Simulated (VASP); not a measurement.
RbBr under changes of volume

One of the cells (41.053 Å³/atom); the others are scaled copies at fixed shape and fractional positions:

```
Rb Br
1.0
     0.00000    3.44970    3.44970
     3.44970    0.00000    3.44970
     3.44970    3.44970    0.00000
Rb Br
1 1
Direct
  0.00000 0.00000 0.00000
  0.50000 0.50000 0.50000
```

* Program: VASP 6.6.1
* Functional: PBE
* Potentials or basis: VASP PAW PBE potentials, release 64 (Rb_sv, Br)
* Cutoff: 520 eV
* k mesh: 7 × 7 × 7
* Occupations: fermi-dirac, width 0.05 eV
* Spin: no spin polarisation

| volume (Å³/atom) | energy over the lowest point (meV/atom) | pressure (GPa) | gap on the mesh (eV) |
| --- | --- | --- | --- |
| 37.833 | 32.85 | 2.2 | 4.53 |
| 38.638 | 22.78 | 1.8 | 4.47 |
| 39.443 | 14.83 | 1.4 | 4.41 |
| 41.053 | 4.39 | 0.7 | 4.31 |
| 41.858 | ? | ? | ? |
| 42.663 | 0.00 | 0.2 | 4.22 |

**Question.** What does the run at 41.858 Å³/atom give?

**Answer.** Energy over the lowest point 1.52 meV/atom; pressure 0.4 GPa; gap on the mesh 4.26 eV.

Worked out: A Birch-Murnaghan fit of order 3 (a polynomial in V^(-2/3)) to the other rows has its minimum at 43.29 Å³/atom, just outside them, with B0 = V·E''(V) = 11.8 GPa and B' = 5.0. It gives 1.52 meV/atom at 41.858 Å³/atom, against the run's 1.52, and -dE/dV = 0.4 GPa, against 0.4. A straight line through the other rows of the gap, of slope -2.57 eV per unit of ln V (its deformation potential), gives 4.26 eV, against the run's 4.26.

Energies are extrapolated to zero smearing.

Caveats: an odd mesh through Γ misses points on the zone boundary, where band edges often lie (some runs). Spin-orbit coupling on Br, Rb is left out.
